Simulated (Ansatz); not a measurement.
**ZrSi7: melt and quench**

This session takes ZrSi7 and sets out to follow a random packing through a hot liquid and a fast quench, and see what structure it leaves.

Program: Ansatz 0.2.0. Level of theory: DFT PBE, scalar-relativistic, plane waves, PAW. These are calculated values, not measurements.

## Step 1: The structure to begin with

The cell holds 16 atoms (Si14Zr2): a = 6.389 Å, b = 6.560 Å, c = 6.442 Å, α = 89.98°, β = 87.19°, γ = 86.27°.

It is the last frame of an earlier stage of the same melt, run at 1820 K.

Coordinates:

```
Si Zr
1.0
     6.38346    0.21074    0.15755
     0.21074    6.55616   -0.00131
     0.15755   -0.00131    6.44001
Si Zr
14 2
Direct
  0.69147 0.36544 0.71145
  0.94516 0.31020 0.01314
  0.90758 0.87466 0.32695
  0.99117 0.09666 0.67841
  0.31546 0.81390 0.61263
  0.33103 0.46689 0.57345
  0.29766 0.31034 0.86994
  0.83725 0.28903 0.37155
  0.55135 0.67548 0.90813
  0.93082 0.63927 0.81636
  0.26679 0.15064 0.40604
  0.62148 0.65744 0.27276
  0.09473 0.56646 0.27735
  0.63525 0.98076 0.57858
  0.64171 0.07721 0.06311
  0.19725 0.89492 0.05393
```

## Step 2: Dynamics at 1010 K

One k point, a Fermi-Dirac width of 0.087 eV and a fixed cell.

input.yaml

```yaml
crystal:
  lattice:
    - [6.383461, 0.210742, 0.157552]
    - [0.210742, 6.556163, -0.001312]
    - [0.157552, -0.001312, 6.440008]
  atoms:
    - { symbol: Si, position: [0.6914745477, 0.3654411208, 0.7114478027] }
    - { symbol: Si, position: [0.9451619101, 0.3101963988, 0.0131367841] }
    - { symbol: Si, position: [0.9075766109, 0.8746637189, 0.3269489685] }
    - { symbol: Si, position: [0.991171519, 0.0966559136, 0.6784074915] }
    - { symbol: Si, position: [0.315460854, 0.8138952158, 0.6126327521] }
    - { symbol: Si, position: [0.3310331099, 0.4668880306, 0.5734460368] }
    - { symbol: Si, position: [0.2976646306, 0.3103400659, 0.8699410927] }
    - { symbol: Si, position: [0.8372541886, 0.2890346554, 0.371549641] }
    - { symbol: Si, position: [0.5513548584, 0.6754809404, 0.9081261558] }
    - { symbol: Si, position: [0.9308228875, 0.6392712373, 0.8163644277] }
    - { symbol: Si, position: [0.2667882641, 0.1506404351, 0.4060401526] }
    - { symbol: Si, position: [0.6214801984, 0.6574391217, 0.2727554529] }
    - { symbol: Si, position: [0.0947299461, 0.5664591697, 0.2773463363] }
    - { symbol: Si, position: [0.6352543181, 0.9807563954, 0.5785787487] }
    - { symbol: Zr, position: [0.641708855, 0.0772085744, 0.0631097053] }
    - { symbol: Zr, position: [0.197250487, 0.8949238293, 0.0539263664] }
  symmetry: { detect: false }
basis:
  ecutwfc: 420
  xc_grid: 1
kpoints:
  mp_grid: { grid: [1, 1, 1], shift: [0.25, 0.25, 0.25] }
hamiltonian:
  xc: pbe
scf:
  occupations: { method: fermi_dirac, width: 0.087 }
  lower_state_search: "off"
  convergence: { dr2_threshold: 1.0e-05 }
output:
  forces: true
  stress: true
md:
  timestep: 3.0
  n_steps: 250
  ensemble: nvt_langevin
  friction: 0.03
  temperature: 1010.0
  initial_velocities: maxwell_boltzmann
  seed: 61704
```

Launch:

```sh
$ ansatz run input.yaml --threads 2 --pin off --max-ram 5120MiB --backend cpu --events-out ev --progress --plain --runs-dir out
```

Standard output, cut to the lines that bear on the results:

```text
Warning: scf.convergence.dr2_threshold = 1e-5 eV is looser than this run's default, which is 1e-7 eV or tighter. The error in the forces grows as the threshold's square root, so leave the key out unless less accurate forces are enough
Warning: output.stress: scf.convergence.dr2_threshold = 1e-5 eV is looser than the 1.6e-9 eV advised for a printed stress (1e-10 eV for each atom of the cell: 16). What an SCF threshold leaves in a stress goes as its square root, and in the free energy as the threshold itself, and one [...]
Warning: RAYON_NUM_THREADS=2 ignored (pool sized by the plan → 2); use --threads N
[...]
Pseudopotentials: kind: paw
Pseudopotential: Si, paw, valence charge 4, recommended cutoff 420 eV (normal), Si.paw.azcp
Pseudopotential: Zr, paw, valence charge 12, recommended cutoff 420 eV (normal), Zr.paw.azcp
Functional definition: PBE
[...]
Crystal: 16 atoms, lattice volume = 269.072 Å³
Basis set: ecut = 420 eV, 5285 PW (Γ)
Bands: 56, of which v1, the nominal top of the filled ones, is band 40 counted from 1 (39 counted from 0)
Symmetry: 1 space group operations
k-points: 1
[...]
SCF iter   1: F=—  HF=-17264.632046 eV  |F-HF|=—  |Δ(HF+E_count)|=         —  Δρ=1.04e-2  dr2=8.49e-1  ethr=1.77e-3  ⟨swp⟩=7.0  Hψ=276  notcnv=0
[...]
md step     0: t =     0.00 fs  T =   946.9 K  F+E_penalty+E_count = -17264.47645608 eV  E_kin = 1.958289 eV  P_inst = 3.0515 GPa  (6 SCF iters)
[...]
md step    10: t =    30.00 fs  T =  1336.2 K  F+E_penalty+E_count = -17265.25243980 eV  E_kin = 2.763533 eV  P_inst = 3.5467 GPa  (6 SCF iters)
[...]
md step    20: t =    60.00 fs  T =   899.5 K  F+E_penalty+E_count = -17265.40520825 eV  E_kin = 1.860292 eV  P_inst = 3.9397 GPa  (6 SCF iters)
[...]
md step    30: t =    90.00 fs  T =   624.2 K  F+E_penalty+E_count = -17265.18687305 eV  E_kin = 1.290957 eV  P_inst = 5.1524 GPa  (6 SCF iters)
[...]
md step    40: t =   120.00 fs  T =  1278.8 K  F+E_penalty+E_count = -17265.62741519 eV  E_kin = 2.644807 eV  P_inst = 4.1817 GPa  (6 SCF iters)
md step    41: t =   123.00 fs  T =  1176.4 K  F+E_penalty+E_count = -17265.59973824 eV  E_kin = 2.433082 eV  P_inst = 4.2027 GPa  (3 SCF iters)
```

## Step 3: The output, continued: Langevin dynamics at 1010 K from the last frame before

The log, continued, cut to the lines that bear on the results:

```text
md step    42: t =   126.00 fs  T =  1102.0 K  F+E_penalty+E_count = -17265.55479090 eV  E_kin = 2.279211 eV  P_inst = 4.2842 GPa  (4 SCF iters)
[...]
md step    72: t =   216.00 fs  T =   960.6 K  F+E_penalty+E_count = -17265.47339256 eV  E_kin = 1.986689 eV  P_inst = 4.1757 GPa  (3 SCF iters)
[...]
md step   102: t =   306.00 fs  T =  1588.9 K  F+E_penalty+E_count = -17266.38617686 eV  E_kin = 3.286059 eV  P_inst = 2.1556 GPa  (4 SCF iters)
[...]
md step   132: t =   396.00 fs  T =   634.0 K  F+E_penalty+E_count = -17266.15953719 eV  E_kin = 1.311258 eV  P_inst = 1.6851 GPa  (3 SCF iters)
[...]
md step   160: t =   480.00 fs  T =   957.1 K  F+E_penalty+E_count = -17266.14253177 eV  E_kin = 1.979356 eV  P_inst = 4.3783 GPa  (6 SCF iters)
md step   161: t =   483.00 fs  T =  1020.8 K  F+E_penalty+E_count = -17266.10225072 eV  E_kin = 2.111230 eV  P_inst = 4.6112 GPa  (4 SCF iters)
```

## Step 4: More of the same log: Langevin dynamics at 1010 K from the last frame before

The log, continued, cut to the lines that bear on the results:

```text
md step   162: t =   486.00 fs  T =   995.9 K  F+E_penalty+E_count = -17266.01986101 eV  E_kin = 2.059691 eV  P_inst = 4.7925 GPa  (3 SCF iters)
[...]
md step   184: t =   552.00 fs  T =  1051.2 K  F+E_penalty+E_count = -17266.57864837 eV  E_kin = 2.174076 eV  P_inst = 2.2164 GPa  (3 SCF iters)
[...]
md step   206: t =   618.00 fs  T =  1069.4 K  F+E_penalty+E_count = -17266.59970505 eV  E_kin = 2.211656 eV  P_inst = 3.6532 GPa  (4 SCF iters)
[...]
md step   228: t =   684.00 fs  T =   945.4 K  F+E_penalty+E_count = -17266.06409026 eV  E_kin = 1.955192 eV  P_inst = 2.9757 GPa  (4 SCF iters)
[...]
md step   249: t =   747.00 fs  T =  1241.2 K  F+E_penalty+E_count = -17265.97325531 eV  E_kin = 2.567099 eV  P_inst = 2.5504 GPa  (4 SCF iters)
[...]
md step   250: t =   750.00 fs  T =  1216.1 K  F+E_penalty+E_count = -17265.99732174 eV  E_kin = 2.515160 eV  P_inst = 2.4720 GPa  (6 SCF iters)
SCF converged after 6 iterations
Free energy (F): -17265.997322 eV
[...]
E sigma→0 (E₀):  -17265.938000 eV
Entropy (-TS):   -0.118644 eV (-7.415 meV/atom)
Fermi energy:    9.790351 eV
[...]
--- Forces (eV/Å), atoms counted from 1 ---
  atom   1  Si     1.57602077     0.51064932    -0.41792177
  atom   2  Si    -0.99000703    -0.70661364    -0.77391309
  atom   3  Si     0.10282324     0.82683113     0.69734475
  atom   4  Si     1.54781434    -0.54545932    -0.83073543
  atom   5  Si    -0.22872475    -0.45153129    -0.86752598
  atom   6  Si     0.42341462    -0.31512039     1.65899151
  atom   7  Si    -1.23970215    -0.50490925     0.20398017
  atom   8  Si    -0.32542883    -1.85189470    -0.02011205
[...]
--- Stress (GPa, compression-positive) ---
        7.441295       1.971285       2.152038
        1.971285      -1.618532       6.516588
        2.152038       6.516588      -1.402171
  P = ⅓ Tr σ = 1.4735 GPa (14.735 kbar)
--- MD trajectory: 250 steps, t = 0.0 → 750.0 fs ---
  final state: T = 1216.1 K   F+E_penalty+E_count = -17265.99732174 eV   E_kin = 2.515160 eV
```

Run time: 2.8 min. Hardware: 2 threads of Arm Neoverse V2, shared host; peak memory 0.4 GiB.

## Step 5: Frames and traces

One step in 18; energies are changes from step 0; msd is the mean square displacement from the start, the centre of mass held:

| time (fs) | T (K) | potential energy change (meV/atom) | pressure (GPa) | msd Si (Å²) | msd Zr (Å²) |
| --- | --- | --- | --- | --- | --- |
| 0.0 | 947 | 0.0 | 3.1 | 0.000 | 0.000 |
| 54.0 | 955 | -55.6 | 3.9 | 0.159 | 0.018 |
| 108.0 | 1034 | -63.5 | 4.3 | 0.241 | 0.070 |
| 162.0 | 1280 | -60.6 | 5.4 | 0.321 | 0.131 |
| 216.0 | 961 | -62.3 | 4.2 | 0.421 | 0.151 |
| 270.0 | 1328 | -28.9 | 6.0 | 0.632 | 0.194 |
| 324.0 | 820 | -86.5 | 1.5 | 0.825 | 0.128 |
| 378.0 | 1103 | -124.2 | 1.5 | 0.941 | 0.186 |
| 432.0 | 946 | -117.8 | 1.7 | 0.888 | 0.212 |
| 486.0 | 996 | -96.5 | 4.8 | 0.824 | 0.171 |
| 540.0 | 1137 | -122.8 | 2.9 | 0.717 | 0.174 |
| 594.0 | 1080 | -121.2 | 3.9 | 0.674 | 0.095 |
| 648.0 | 976 | -101.4 | 2.4 | 0.630 | 0.158 |
| 702.0 | 913 | -106.4 | 2.8 | 0.661 | 0.117 |
| 750.0 | 1216 | -95.1 | 2.5 | 0.785 | 0.208 |

time (fs), T (K) and a bar:
```
      0.0        947 ###########
     33.0       1135 #################
     66.0        936 ###########
     99.0        566 
    129.0       1220 ####################
    162.0       1280 #####################
    195.0       1236 ####################
    228.0       1568 ##############################
    261.0       1554 ##############################
    294.0       1481 ###########################
    327.0        908 ##########
    360.0        920 ###########
    390.0        637 ##
    423.0       1070 ###############
    456.0        920 ###########
    489.0        836 ########
    522.0       1078 ###############
    555.0       1030 ##############
    588.0       1011 #############
    621.0        909 ##########
    651.0        750 #####
    684.0        945 ###########
    717.0        816 #######
    750.0       1216 ###################
```

Bonds that form or break, judged by distance (formed within 1.15 times the sum of covalent radii and held on average over 12 fs, broken when stretched by half; pairs already stretched at the start don't count as bonds):

| time (fs) | bond | event |
| --- | --- | --- |
| 42.0 | Si5–Si12 | forms |
| 45.0 | Si11–Si13 | forms |
| 87.0 | Si3–Si5 | forms |
| 87.0 | Si4–Si8 | breaks |
| 111.0 | Si5–Si13 | forms |
| 150.0 | Si7–Si13 | forms |
| 177.0 | Si9–Si14 | forms |
| 186.0 | Si1–Si10 | breaks |
| 198.0 | Si4–Si7 | forms |
| 204.0 | Si4–Si14 | breaks |
| 219.0 | Si6–Si8 | forms |
| 255.0 | Si10–Si13 | forms |
| 270.0 | Si4–Si10 | forms |
| 282.0 | Si11–Si14 | breaks |

17 more events follow.

Pair distribution over the second half of the run:

| r (Å) | g Si–Si | g Si–Zr |
| --- | --- | --- |
| 0.68 | 0.00 | 0.00 |
| 0.84 | 0.00 | 0.00 |
| 1.00 | 0.00 | 0.00 |
| 1.16 | 0.00 | 0.00 |
| 1.32 | 0.00 | 0.00 |
| 1.48 | 0.00 | 0.00 |
| 1.64 | 0.00 | 0.00 |
| 1.80 | 0.00 | 0.00 |
| 1.96 | 0.00 | 0.00 |
| 2.12 | 0.10 | 0.00 |
| 2.28 | 1.37 | 0.00 |
| 2.44 | 2.84 | 0.09 |
| 2.60 | 2.59 | 1.25 |
| 2.76 | 1.80 | 3.20 |
| 2.92 | 1.19 | 3.69 |
| 3.08 | 0.77 | 2.38 |

First peaks of g(r) (not always the tallest), and, where a minimum follows, the mean number of second-named atoms round a first-named one up to the next minimum:

| pair | peak (Å) | height | minimum (Å) | neighbours |
| --- | --- | --- | --- | --- |
| Si–Si | 2.44 | 2.8 | - | - |

## Step 6: Frames from the trajectory

Positions (Å) and forces (eV/Å):

```xyz
16
Lattice="6.383 0.211 0.158 0.211 6.556 -0.001 0.158 -0.001 6.440" Properties=species:S:1:pos:R:3:forces:R:3 pbc="T T T" time_fs=126.0 T=1102 dE=-1.0783
Si    4.426    2.303    4.996    0.879   -0.064   -1.460
Si    6.095    2.244    0.233    1.144    1.319    0.219
Si    6.031    5.759    2.568   -0.497    0.499    0.402
Si    6.485    0.486    4.566   -1.525   -0.243    0.593
Si    1.882    4.936    3.132    0.255   -0.587    1.061
Si    2.310    2.685    3.699    0.873    0.477    0.245
Si    2.334    1.928    6.036   -0.863   -0.636    0.500
Si    4.886    2.611    2.619    0.178   -1.368   -0.255
Si    3.999    4.465    5.777    0.078    0.832   -0.053
Si    6.402    4.561    5.742   -1.083   -1.081   -0.193
Si    1.565    0.670    2.744   -0.265    1.313   -1.191
Si    3.981    4.671    2.126   -0.524    0.085   -1.310
Si    1.086    3.129    1.675   -0.494   -0.495   -0.875
Si    3.892    6.555    3.783    1.245    0.092    0.808
Zr    4.487    0.405    0.420   -1.283   -0.671    0.372
Zr    1.429    5.972    0.305    1.883    0.529    1.139
16
Lattice="6.383 0.211 0.158 0.211 6.556 -0.001 0.158 -0.001 6.440" Properties=species:S:1:pos:R:3:forces:R:3 pbc="T T T" time_fs=249.0 T=1165 dE=-0.6012
Si    4.539    1.869    4.364    0.966    0.037    0.358
Si    5.974    2.115   -0.209    0.104   -0.370    0.044
Si    6.135    5.069    2.588   -1.073   -0.280   -0.558
Si    6.492   -0.258    4.603   -0.742    0.396    0.784
Si    1.860    4.552    3.284   -0.330    1.382    1.068
Si    2.566    2.477    3.297    0.087   -1.345    0.639
Si    1.957    1.448    5.417    0.699   -0.213    0.366
Si    4.675    2.630    1.983    1.541   -1.904    0.666
Si    4.172    4.196    4.987    0.115    0.665    0.169
Si    6.414    4.329    6.229   -1.026   -0.251   -0.342
Si    1.042    0.686    2.657   -0.469    0.634   -0.025
Si    3.714    4.634    1.849   -0.389   -0.329   -0.422
Si    1.298    2.891    1.347   -0.912    0.146   -0.718
Si    3.751    6.268    3.548    0.839    0.555    0.420
Zr    4.491    0.039    0.627    0.371    1.027   -1.224
Zr    1.559    5.788    0.466    0.222   -0.150   -1.225
16
Lattice="6.383 0.211 0.158 0.211 6.556 -0.001 0.158 -0.001 6.440" Properties=species:S:1:pos:R:3:forces:R:3 pbc="T T T" time_fs=375.0 T=1152 dE=-1.9836
Si    4.516    2.205    4.627   -0.027    1.016    0.700
Si    6.649    1.916   -0.884    0.154   -0.360    0.574
Si    6.387    4.604    2.539   -0.969   -0.580   -0.247
Si    5.898   -0.725    4.568    0.989   -0.285    0.819
Si    2.044    5.062    3.545   -0.201    0.427   -0.083
Si    2.287    2.622    3.264   -0.452   -0.442    0.207
Si    2.740    0.643    4.898   -0.800    0.016    0.199
Si    5.025    2.321    2.298    0.015    0.398   -0.577
Si    3.705    4.552    5.202    0.312   -0.981   -0.143
Si    5.908    3.990    6.393    0.433    0.013    0.282
Si    0.559    0.766    2.968    0.923   -0.501   -0.778
Si    3.765    4.421    1.730   -0.634    0.004    0.478
Si    1.660    2.940    0.655   -0.464   -0.259   -0.241
Si    4.396    6.599    3.096   -0.734   -0.496   -0.105
Zr    4.510   -0.024    0.518    0.835    1.496   -0.113
Zr    1.437    5.608    0.543    0.621    0.533   -0.969
16
Lattice="6.383 0.211 0.158 0.211 6.556 -0.001 0.158 -0.001 6.440" Properties=species:S:1:pos:R:3:forces:R:3 pbc="T T T" time_fs=501.0 T=591 dE=-1.2527
Si    4.533    2.647    4.988    1.103   -0.504   -0.362
Si    6.852    1.718   -0.496   -1.700    0.523   -1.699
Si    6.142    4.599    2.344    0.315   -0.211    0.548
Si    5.942   -0.812    4.642    1.965   -0.034   -0.649
Si    1.941    4.751    3.560   -0.679    0.013   -0.343
Si    2.673    2.464    2.916   -0.926    0.247    0.503
Si    2.775    1.093    5.007   -0.506   -0.373   -0.436
Si    5.041    2.025    2.668   -0.532    1.577   -0.119
Si    3.797    4.818    5.030   -0.210   -0.628    0.654
Si    6.135    4.048    6.306   -1.312   -0.809   -0.873
Si    0.664    0.621    2.705    1.226   -0.926    0.037
Si    3.595    4.433    1.399   -0.278   -1.138    0.807
Si    1.211    2.822    0.935    1.837    0.901    2.111
Si    4.346    6.210    3.274   -1.156    0.484   -1.212
Zr    4.572   -0.062    0.625   -0.022    1.597    0.179
Zr    1.455    5.701    0.167    0.878   -0.724    0.851
16
Lattice="6.383 0.211 0.158 0.211 6.556 -0.001 0.158 -0.001 6.440" Properties=species:S:1:pos:R:3:forces:R:3 pbc="T T T" time_fs=624.0 T=1068 dE=-2.0785
Si    4.451    2.303    4.685    0.497   -0.145    0.286
Si    6.651    1.874   -0.249   -0.284   -0.461   -0.422
Si    6.096    4.809    2.499    0.189   -0.574    0.913
Si    6.240   -0.422    4.761   -0.850    0.040   -0.785
Si    1.851    4.581    4.001   -0.474   -0.311   -0.242
Si    2.378    2.389    3.433   -0.202    0.705   -0.562
Si    2.502    0.744    5.106   -0.052    0.323    1.006
Si    5.318    2.138    2.261   -0.615    1.747    0.718
Si    3.981    4.550    5.289    0.798   -0.006   -0.070
Si    6.106    4.047    6.455   -1.071    0.264   -0.570
Si    0.876    0.639    2.651    0.204   -0.695    0.030
Si    3.439    4.574    2.224    0.554   -0.122   -0.558
Si    1.390    2.952    1.224    0.241    0.120    0.679
Si    4.280    6.559    3.529    1.138   -0.692   -0.797
Zr    4.654    0.159    0.592   -1.447   -0.902    0.265
Zr    1.468    5.521    0.445    1.374    0.713    0.106
16
Lattice="6.383 0.211 0.158 0.211 6.556 -0.001 0.158 -0.001 6.440" Properties=species:S:1:pos:R:3:forces:R:3 pbc="T T T" time_fs=750.0 T=1216 dE=-1.5209
Si    4.531    2.392    4.796    1.576    0.511   -0.418
Si    6.882    2.047   -0.571   -0.990   -0.707   -0.774
Si    6.359    4.785    2.471    0.103    0.827    0.697
Si    5.859   -0.312    4.886    1.548   -0.545   -0.831
Si    1.687    4.961    4.116   -0.229   -0.452   -0.868
Si    2.431    2.751    3.225    0.423   -0.315    1.659
Si    2.858    0.978    5.124   -1.240   -0.505    0.204
Si    5.247    2.771    2.480   -0.325   -1.852   -0.020
Si    3.726    4.440    5.292    0.673    0.982    0.163
Si    6.011    4.020    6.492   -0.348    0.731   -0.178
Si    0.880    0.772    2.814   -0.402   -0.369   -0.077
Si    3.636    4.337    1.746    0.232    1.040   -0.207
Si    1.484    2.802    1.097    0.172    0.979    0.141
Si    4.223    6.206    3.534   -0.152   -0.853   -1.838
Zr    4.718    0.245    0.741   -0.144    0.760    1.921
Zr    1.671    5.819    0.412   -0.897   -0.232    0.421
```

## Step 7: Summary of the stages

Means over the second half of each stage, earlier sessions' stages included (the first, hottest stages at a lower cutoff are left out); the pressure holds its kinetic part:

| thermostat (K) | duration (fs) | mean T (K) | mean P (GPa) | mean potential energy over the last stage (meV/atom) | largest msd at the end (Å²) | wall time |
| --- | --- | --- | --- | --- | --- | --- |
| 2530 | 750 | 2484 | 6.7 | 155 | 2.47 | 2.9 min |
| 1820 | 750 | 1849 | 6.6 | 134 | 1.16 | 2.9 min |
| 1010 | 750 | 952 | 2.7 | 0 | 0.76 | 2.8 min |

## Step 8: What came out

| quantity | value |
| --- | --- |
| 1010 K: length | 250 steps of 3 fs |
| 1010 K: temperature, first and last step | 947 and 1216 K |
| 1010 K: temperature, second half | mean 952 K, from 536 to 1329 K |

What this shows: Against a set 1010 K the second half averages 952 K with a spread of 175 K (in equilibrium 16 atoms would scatter by about 206 K, over a far longer run). The set temperature drops by 1520 K in 1500 fs, about 1×10^15 K/s: far faster than any laboratory quench, and in so small a cell the end may be disordered or ordered by chance. 750 fs on 16 atoms is far too short and small for converged averages.
